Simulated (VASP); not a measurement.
# VASP 6.6.1 run: InSb

INCAR

```
EDIFF = 1E-7
PREC = Accurate
LWAVE = .FALSE.
NSW = 0
METAGGA = MS2
ISMEAR = -1
LREAL = Auto
SIGMA = 0.02
LCHARG = .FALSE.
LASPH = .TRUE.
ENCUT = 520
ISIF = 2
IBRION = -1
NBANDS = 16
NELM = 120
```

KPOINTS

```
KPOINTS created by Atomic Simulation Environment
0
Gamma
6 6 6
0 0 0
```

POSCAR

```
In Sb
 1.0000000000000000
     0.0000000000000000    3.3451032778999998    3.2078164450000002
     3.3451032778999998    0.0000000000000000    3.2078164450000002
     3.3451032778999998    3.3451032778999998    0.0000000000000000
 In  Sb
   1   1
Cartesian
  0.0000000000000000  0.0000000000000000  0.0000000000000000
  1.6725516389499999  1.6725516389499999  1.6039082225000005
```

The recommended PBE PAW datasets give the neutral cell 18 valence electrons.

Command

```
mpirun -np 1 vasp_std
```

Q: Predict the outcome of this run.

A: It converged. Results: gap between bands v and c on the k mesh 0.19 eV; least direct gap on the k mesh 0.19 eV; pressure -1.4 GPa. Band v is the last that the valence electrons fill when counted band by band, and c is the next.

OSZICAR

```
N       E                     dE             d eps       ncg     rms          rms(c)
DAV:   1     0.111029709565E+03    0.11103E+03   -0.73726E+03   960   0.102E+03
DAV:   2    -0.238241307271E+01   -0.11341E+03   -0.10937E+03  1096   0.267E+02
DAV:   3    -0.906532415510E+01   -0.66829E+01   -0.66645E+01  1208   0.704E+01
DAV:   4    -0.926191627416E+01   -0.19659E+00   -0.19654E+00  1280   0.136E+01
DAV:   5    -0.927350293789E+01   -0.11587E-01   -0.11586E-01  1384   0.270E+00    0.181E+01
DAV:   6     0.571472172755E-01    0.93307E+01   -0.16023E+01  1184   0.735E+01    0.470E+00
DAV:   7     0.256665998351E+00    0.19952E+00   -0.65161E-01  1336   0.131E+01    0.391E+00
DAV:   8     0.249798353612E+00   -0.68676E-02   -0.11296E-01  1176   0.444E+00    0.171E+00
DAV:   9     0.252726628530E+00    0.29283E-02   -0.12334E-02  1272   0.162E+00    0.416E-01
DAV:  10     0.253970627668E+00    0.12440E-02   -0.51337E-03  1248   0.107E+00    0.121E-01
DAV:  11     0.253957104303E+00   -0.13523E-04   -0.20741E-04  1264   0.122E-01    0.189E-01
DAV:  12     0.253904426731E+00   -0.52678E-04   -0.58920E-05  1216   0.111E-01    0.341E-02
DAV:  13     0.253897477642E+00   -0.69491E-05   -0.17636E-05  1168   0.615E-02    0.125E-02
DAV:  14     0.253896595022E+00   -0.88262E-06   -0.46335E-07  1336   0.589E-03    0.985E-03
DAV:  15     0.253896031223E+00   -0.56380E-06   -0.23368E-07  1144   0.488E-03    0.113E-03
DAV:  16     0.253896396355E+00    0.36513E-06   -0.15342E-08   696   0.179E-03    0.467E-04
DAV:  17     0.253896201790E+00   -0.19456E-06   -0.81612E-09   752   0.128E-03    0.557E-04
DAV:  18     0.253896231305E+00    0.29515E-07   -0.20949E-09   704   0.692E-04
   1 F= 0.25389623E+00 E0= 0.25390916E+00  d E =-.258648E-04
```

For comparison, a separate PBE run of the intended cell, on usual settings and not on those above, gives a gap of 0.18 eV on its mesh and a pressure of 0.7 GPa.
